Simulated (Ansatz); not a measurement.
O (P-1) from a database structure: a single-point calculation in Ansatz 0.2.0 (PBE). The cell was relaxed with r2SCAN+rVV10 and then strained (xy shear, engineering strain (angle) -5.69 %), with the atoms relaxed again with r2SCAN+rVV10; k points keep the names of the unstrained zone.

```yaml
crystal:
  lattice:
    - [4.0422516979, -0.1150020608, -0.0511314365]
    - [-0.1145443497, 4.0261634352, 0.0]
    - [-1.0645949049, 0.030287725, 2.7914438287]
  atoms:
    - { symbol: O, position: [0.3443815586, 0.679742002, 0.6676107296] }
    - { symbol: O, position: [0.6649141113, 0.6888226747, 0.8271993309] }
    - { symbol: O, position: [0.6556184414, 0.320257998, 0.3323892704] }
    - { symbol: O, position: [0.3350858887, 0.3111773253, 0.1728006691] }
kpoints:
  mp_grid: { grid: [8, 6, 10] }
  band_path:
    path:
      - [0.0, 0.0, 0.0]
      - [0.0, 0.5, 0.0]
      - [0.0, 0.5, 0.5]
      - [0.0, 0.0, 0.5]
      - [-0.5, 0.0, 0.5]
      - [-0.5, 0.5, 0.5]
      - [-0.5, 0.5, 0.0]
      - [-0.5, 0.0, 0.0]
    npoints: 1
hamiltonian:
  xc: pbe
scf:
  occupations: { method: fermi_dirac, width: 0.02 }
  n_extra_bands: 5
output:
  forces: true
  stress: true
  eigenvalues: true
  write_density: true
  write_potential: true
  elf: true
  volumetric_format: npy
```

In the abridged output below, numbers in square brackets stand for lines, or ends of lines, that were taken out.
```
scf.n_extra_bands = 5 over 12 filled bands (N_el = 24.0): the run solves 17 bands
Functional definition: PBE
Crystal: 4 atoms, lattice volume = 45.174 Å³
Basis set: ecut = 420 eV, 879 PW (Γ)
Symmetry: 2 space group operations
Space group: P-1 (ITA 2)
k-points: 244 of 480
preconditioner: auto → none  [insulator: Δε(μ)=0.943 eV  σ=0.020 eV  ℏωp=27.1 eV]
Free energy (F): -2259.874424 eV
Fermi energy:    2.629190 eV
--- Forces (eV/Å), atoms counted from 1 ---
[1]
--- Stress (GPa, compression-positive) ---
[2]
--- Band table (eV; the first three rows and the last of 244) ---
  k-point 0: bands = […, -5.3239, -4.3878, -2.4966, -2.4327, 1.5969, 1.6804, 4.0440, 4.1080, 11.2679, 13.6289, …]
  k-point 1: bands = […, -5.4850, -4.3519, -2.5835, -2.3987, 1.5730, 1.5957, 4.0353, 4.0940, 11.4439, 13.5250, …]
  k-point 2: bands = […, -5.5201, -4.3072, -2.7912, -2.3577, 1.3688, 1.5502, 3.8969, 4.1422, 11.8294, 13.3942, …]
  k-point 243: bands = […, -4.7289, -4.5838, -2.2086, -2.1464, 0.6659, 0.7501, 4.4300, 4.4352, 12.3808, 12.3866, …]
```

Problem. What stood in the gaps? They hold the forces, the stress.

Solution.
```
[1]
  atom   1  O     -0.61736      0.06330    -0.23376
  atom   2  O       0.62048      0.07374      0.23337
  atom   3  O       0.61736    -0.06330      0.23376
  atom   4  O     -0.62048    -0.07374    -0.23337
[2]
        8.718476       0.107664       1.485874
        0.107664       3.960527      -0.178442
        1.485874      -0.178442       5.332457
  P = ⅓ Tr σ = 6.0038 GPa (60.038 kbar)
```

Levels at the listed points, from bands.tsv (eV from the Fermi energy, bands near the gap, counted from 0):
```tsv
# k_distance	band_7	band_8	band_9	band_10	band_11	band_12	band_13	band_14	band_15
# fermi_ev = 2.629190
# [0, 0, 0] at k_distance = 0.000000
# [0, 0.5, 0] at k_distance = 0.781242
# [0, 0.5, 0.5] at k_distance = 1.912225
# [0, 0, 0.5] at k_distance = 2.693468
# [-0.5, 0, 0.5] at k_distance = 3.530178
# [-0.5, 0.5, 0.5] at k_distance = 4.311420
# [-0.5, 0.5, 0] at k_distance = 5.442403
# [-0.5, 0, 0] at k_distance = 6.223645
# levels_relative_to = fermi_ev
0.000	-7.017	-5.126	-5.062	-1.032	-0.949	1.415	1.479	8.639	11.000
0.781	-7.305	-5.587	-5.338	-0.816	-0.465	0.769	1.281	9.618	11.047
1.912	-7.263	-4.822	-4.791	-1.930	-1.903	1.763	1.840	9.684	9.846
2.693	-7.207	-5.493	-5.432	-1.486	-1.386	1.231	1.238	9.637	9.653
3.530	-7.201	-5.465	-5.456	-1.457	-1.413	1.201	1.259	9.555	9.713
4.311	-7.213	-4.838	-4.776	-1.963	-1.879	1.801	1.806	9.752	9.757
5.442	-6.879	-5.628	-5.422	-0.625	-0.494	0.452	1.501	7.668	8.985
6.224	-6.543	-5.198	-5.150	-1.527	-0.602	1.456	1.650	6.774	9.663
```
In order the rows are Γ, Z, D, B, A, E, C₂, Y₂.

PBE gives an indirect gap of 0.92 eV, from Z to C₂; the least direct gap is 0.95 eV at C₂. Edges are sought over the mesh and the listed points. With the atoms held, the mean pressure is +6.00 GPa (compression positive). The largest force is 0.67 eV/Å.

Command: `ansatz run input.yaml --threads 4 --pin off --max-ram 4608MiB --backend cpu --events-out ev --progress --plain --runs-dir out`. Wall time 7.1 s on 4 threads of AMD EPYC 7571 (shared host), load about 0.4 per core; peak host memory 0.49 GiB.

The values are computed, spin-unpolarised, and not measurements.
